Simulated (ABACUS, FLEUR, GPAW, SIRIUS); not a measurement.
**8 crystals, 4 set-ups of PBEsol: the equilibrium volume**

The same calculation (PBEsol, Γ-centred k mesh with a spacing near 0.25 Å⁻¹, Fermi-Dirac smearing of 0.05 eV, no spin-orbit coupling) was run on each cell with:

- A: ABACUS, PseudoDojo NC SR 0.4.1 PBEsol standard, cutoffs 898 to 1333 eV
- B: FLEUR, all-electron
- C: SIRIUS, PseudoDojo 0.4.1 PBEsol standard (scalar relativistic), cutoffs 915 to 1333 eV
- D: GPAW, PAW data sets generated for this functional, cutoffs 600 to 800 eV

Volumes are energy minima over scaled cells at fixed shape and fractions. Not every cell is the stable form of its formula. Spin polarisation and spin-orbit coupling are off unless named. Started with parallel moments: Co, Ni.

```csv
crystal,A (Å³/atom),B (Å³/atom),C (Å³/atom),D (Å³/atom)
"Co (P6_3/mmc, 2 atoms)",10.369,10.360,10.369,10.464
Ni (Fm-3m),10.381,10.379,10.381,10.523
HfO2 (Fm-3m),10.554,10.691,10.555,10.703
HfN (Fm-3m),11.369,11.405,11.369,11.440
"WSi2 (I4/mmm, 3 atoms)",13.366,13.367,13.366,13.407
YN (Fm-3m),14.316,14.318,14.319,14.260
GaAs (F-43m),22.677,22.651,22.678,22.992
"ZrS2 (P-3m1, 3 atoms)",23.110,23.103,23.110,23.050
```

Against the all-electron result, the mean absolute deviation is A 0.23, C 0.23, D 0.66 %. The largest single deviation is +1.51 %, for GaAs in D. The figures use the values as printed. The all-electron reference has errors of its own basis, so a deviation may be partly its. Meshes of this size aren't converged for metals, which the comparison doesn't need. The functional is the same throughout, so these differences measure potentials, basis sets and numerical settings.
